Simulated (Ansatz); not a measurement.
The system is MoSe2.

```
Mo Se
1.0
     3.28800    0.00000    0.00000
    -1.64400    2.84749    0.00000
     0.00000    0.00000   12.90000
Mo Se
2 4
Direct
  0.66667 0.33333 0.75000
  0.33333 0.66667 0.25000
  0.66667 0.33333 0.37500
  0.33333 0.66667 0.87500
  0.66667 0.33333 0.12500
  0.33333 0.66667 0.62500
```

Base run:

- Program: Ansatz 0.2.0
- Functional: revPBE
- Potentials or basis: Ansatz PAW
- Cutoff: 420 eV (not typed: the program's choice for these potentials)
- k mesh: 9 × 9 × 2
- Occupations: fermi-dirac, width 0.05 eV
- Spin: no spin polarisation

Its results: band gap on the k mesh 0.90 eV, indirect (least direct gap 1.38 eV); pressure 9.8 GPa; largest force 1.162 eV/Å.

Task: The run is repeated on the same cell with these changes: functional from revPBE to RPBE. What comes out?

Result: Band gap on the k mesh 0.90 eV, indirect (least direct gap 1.38 eV); pressure 10.5 GPa; largest force 1.189 eV/Å.

Caveats: the cell's inner coordinates are idealised or old, which leaves forces on the atoms; this functional lacks dispersion, which binds the layers, so the pressure and a relaxed spacing across them are unreliable; the PAW data sets come from PBE, with cores solved anew for the run's functional, which leaves a small shift of forces and pressure.
